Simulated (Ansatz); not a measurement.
BP (zincblende): a field-response calculation (clamped ions) in Ansatz 0.2.0 (r2SCAN). The cell was relaxed with r2SCAN and then strained (uniaxial -3.0 % along z, other directions held), with the atoms relaxed again with r2SCAN; k points keep the names of the unstrained zone.

The input:
```yaml
crystal:
  lattice:
    - [0.0, 2.2683156689, 2.2002661989]
    - [2.2683156689, 0.0, 2.2002661989]
    - [2.2683156689, 2.2683156689, 0.0]
  atoms:
    - { symbol: B, position: [0.0, 0.0, 0.0] }
    - { symbol: P, position: [0.25, 0.25, 0.25] }
kpoints:
  mp_grid: { grid: [8, 8, 8] }
hamiltonian:
  xc: r2scan
scf:
  occupations: { method: fixed }
dielectric: {}
```

Command: `ansatz run input.yaml --threads 2 --pin off --max-ram 29491MiB --backend cpu --events-out ev --progress --plain --runs-dir out`. Wall time 27 s on 2 threads of AMD EPYC 7R13 Processor (Zen 3), with other jobs on the host; peak host memory 0.76 GiB.

Output, abridged:
```
Pseudopotential: B, paw, valence charge 3, recommended cutoff 500 eV (meta_gga)
Pseudopotential: P, paw, valence charge 5, recommended cutoff 500 eV (meta_gga)
Functional definition: r2SCAN
Crystal: 2 atoms, lattice volume = 22.642 Å³
Basis set: ecut = 500 eV, 569 PW (Γ)
Bands: 8, of which v1, the nominal top of the filled ones, is band 4 counted from 1 (3 counted from 0)
Symmetry: 8 space group operations
k-points: 260 of 512 (irreducible under 1 space group operation, time reversal used)
preconditioner: auto → none  [insulator: Δε(μ)=0.877 eV  ℏωp=22.1 eV]
Free energy (F): -916.661091 eV
Fermi energy:    9.880457 eV
--- Per-component energies (eV) ---
  E_band       = 21.576367
  E_kinetic    = 123.067390
  E_local      = -64.577967
  E_nonlocal   = 44.369211
  E_hartree    = 16.657318
  E_xc         = -91.620098
  E_vxc        = -108.874724
  E_paw        = -655.919365
  E_vpaw       = -10.686911
  E_vtau       = 4.964734
  E_ewald      = -288.528293
  E_core_change = -0.109284
--- Dielectric response (ions clamped): 3 representative field directions + reference, inside a basis on a mesh of 512 k-points ---
  ε∞ (high-frequency dielectric tensor):
        8.892661     0.000000     0.000000
        0.000000     8.892661     0.000000
        0.000000     0.000000     8.457129
  Born effective charges Z* (e; rows j = field, columns β = displacement):
    site 0:
        -0.55310    0.00000    0.00000
         0.00000   -0.55310    0.00000
         0.00000    0.00000   -0.58445
    site 1:
         0.55310    0.00000    0.00000
         0.00000    0.55310    0.00000
         0.00000    0.00000    0.58445
  ε∞ is read to err by 2.6e-2, Z* by 5.7e-3 e
```

The electronic dielectric tensor ε∞ is 8.89 along x and y, 8.46 along z. Born charges, averaged over directions: B -0.56, P +0.56 e.

(Simulation; spin polarisation is off.)
